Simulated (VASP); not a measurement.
A calculation with VASP 6.6.1 of KI (native input, structure from a POSCAR):

Contents of INCAR:

```
SYSTEM = KI
PREC = Accurate
ENCUT = 520
EDIFF = 1E-6
ISMEAR = 0
SIGMA = 0.02
LREAL = .False.
LASPH = .True.
NELM = 60
ALGO = Fast
ISIF = 2
LWAVE = .False.
LCHARG = .False.
GGA = PS
```

The input KPOINTS:

```
regular mesh
0
Gamma
  7 7 7
  0 0 0
```

The input POSCAR:

```
KI
1.0
    0.0000000000      3.5327750000      3.5327750000
    3.5327750000      0.0000000000      3.5327750000
    3.5327750000      3.5327750000      0.0000000000
I K
1 1
Cartesian
    3.5327750000      3.5327750000      3.5327750000
    0.0000000000      0.0000000000      0.0000000000
```

Potentials or basis: VASP PAW PBE potentials, release 64 (I, K_sv).

Launch:

```bash
$ cat potpaw_PBE.64/I/POTCAR potpaw_PBE.64/K_sv/POTCAR > POTCAR
$ mpirun -np 1 vasp_std > vasp.out
```

Write the same calculation in another form: ASE script, structure typed inline.

As run:

File run.py:

```python
from ase import Atoms
from ase.calculators.vasp import Vasp
from ase.dft.bandgap import bandgap

atoms = Atoms(
    ['I', 'K'],
    cell=[[0.0, 3.532775, 3.532775], [3.532775, 0.0, 3.532775], [3.532775, 3.532775, 0.0]],
    scaled_positions=[[0.5, 0.5, 0.5], [0.0, 0.0, 0.0]],
    pbc=True,
)
calc = Vasp(
    directory='calc',
    xc='pbesol',
    pp='PBE',
    setups='recommended',
    prec='Accurate',
    encut=520,
    ediff=1e-06,
    ismear=0,
    sigma=0.02,
    lreal=False,
    lasph=True,
    nelm=100,
    algo='Normal',
    isif=2,
    lwave=False,
    lcharg=False,
    kpts=[7, 7, 7],
    gamma=True,
)
atoms.calc = calc

print('energy (eV):', atoms.get_potential_energy())
print('free energy (eV):', atoms.get_potential_energy(force_consistent=True))
print('forces (eV/A):')
print(atoms.get_forces())
print('stress (eV/A^3, Voigt):', atoms.get_stress())
print('Fermi level (eV):', calc.get_fermi_level())
gap, top, bottom = bandgap(calc)
print('band gap (eV):', gap, 'from (spin, k, band)', top, 'to', bottom)
```

Potentials or basis: VASP PAW PBE potentials, release 64 (I, K_sv).

The run is started by

```console
$ python run.py
```

Both were run:

|  | native input, structure from a POSCAR | ASE script, structure typed inline |
| --- | --- | --- |
| Pressure | -0.3 GPa | -0.2 GPa |
| Band gap on the k mesh | 3.81 eV, direct | 3.81 eV, direct |

Keys that steer only the numerical path or the files written may differ.

Caveat: the PAW data sets were made with another functional, which shifts forces and pressure a little; spin-orbit coupling is left out, which moves the levels of the heavy elements; an odd mesh through Γ misses points on the zone boundary, where band edges often lie.
